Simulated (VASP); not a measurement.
Wanted: the native input for a VASP 6.6.1 run.

* Task: band structure
* Functional: HSE06
* Potentials or basis: VASP PAW PBE potentials, release 64 (Os)
* Cutoff: 520 eV
* k mesh: 6 × 6 × 3
* Occupations: fermi-dirac, width 0.05 eV
* Spin: no spin polarisation
* Grid for exact exchange (PRECFOCK): Fast
* Screening parameter: 0.2 1/A
* Further INCAR settings: ALGO = Normal; EDIFF = 1e-06

Crystal: Os.

```
Os
1.0
     2.73410    0.00000    0.00000
    -1.36705    2.36780    0.00000
     0.00000    0.00000    4.31970
Os
2
Direct
  0.66667 0.33333 0.75000
  0.33333 0.66667 0.25000
```

These files were run (other wordings do the same):

POSCAR

```
Os
1.0
    2.7341000000      0.0000000000      0.0000000000
   -1.3670500000      2.3678000565      0.0000000000
    0.0000000000      0.0000000000      4.3197000000
Os
2
Direct
    0.6666666667      0.3333333333      0.7500000000
    0.3333333333      0.6666666667      0.2500000000
```

INCAR.step1

```
SYSTEM = Os
ALGO = Normal ; EDIFF = 1E-5
ENCUT = 520 ; GGA = PE
ISIF = 2 ; ISMEAR = -1
LASPH = .True. ; LCHARG = .False.
LMAXMIX = 4 ; LREAL = .False.
LWAVE = .True. ; NELM = 100
PREC = Accurate ; SIGMA = 0.05
```

INCAR.step2

```
SYSTEM = Os
ALGO = Normal ; EDIFF = 1E-6
ENCUT = 520 ; GGA = PE
HFSCREEN = 0.2 ; ISIF = 2
ISMEAR = -1 ; ISTART = 1
LASPH = .True. ; LCHARG = .False.
LHFCALC = .True. ; LMAXMIX = 4
LREAL = .False. ; LWAVE = .False.
NELM = 100 ; PREC = Accurate
PRECFOCK = Fast ; SIGMA = 0.05
```

KPOINTS

```
k-points
0
Gamma
  6 6 3
  0 0 0
```

KPOINTS_OPT

```
path GMKGALHA,LM,KH
10
line-mode
reciprocal
 0.0000000000  0.0000000000  0.0000000000  G
 0.5000000000  0.0000000000  0.0000000000  M

 0.5000000000  0.0000000000  0.0000000000  M
 0.3333333333  0.3333333333  0.0000000000  K

 0.3333333333  0.3333333333  0.0000000000  K
 0.0000000000  0.0000000000  0.0000000000  G

 0.0000000000  0.0000000000  0.0000000000  G
 0.0000000000  0.0000000000  0.5000000000  A

 0.0000000000  0.0000000000  0.5000000000  A
 0.5000000000  0.0000000000  0.5000000000  L

 0.5000000000  0.0000000000  0.5000000000  L
 0.3333333333  0.3333333333  0.5000000000  H

 0.3333333333  0.3333333333  0.5000000000  H
 0.0000000000  0.0000000000  0.5000000000  A

 0.5000000000  0.0000000000  0.5000000000  L
 0.5000000000  0.0000000000  0.0000000000  M

 0.3333333333  0.3333333333  0.0000000000  K
 0.3333333333  0.3333333333  0.5000000000  H
```

Potentials or basis: VASP PAW PBE potentials, release 64 (Os).

Launch:

```bash
$ cat potpaw_PBE.64/Os/POTCAR > POTCAR
$ cp INCAR.step1 INCAR
$ mpirun -np 1 vasp_std > vasp.out
$ cp INCAR.step2 INCAR
$ mpirun -np 1 vasp_std > vasp.out
```

It gave:

The pressure is -3.6 GPa. The band gap along the path is none (metal or under the smearing width).

Caveat: the k mesh is coarse (spacing up to 0.48 Å⁻¹), so the values aren't converged, least of all with exact exchange; the PAW data sets were made with another functional, which shifts forces and pressure a little; spin-orbit coupling is left out, which moves the levels of the heavy elements.

Run time: 20 min on 1 thread of Intel(R) Xeon(R) Platinum 8559C (Emerald Rapids), with other jobs on the host, peak memory 0.25 GiB.
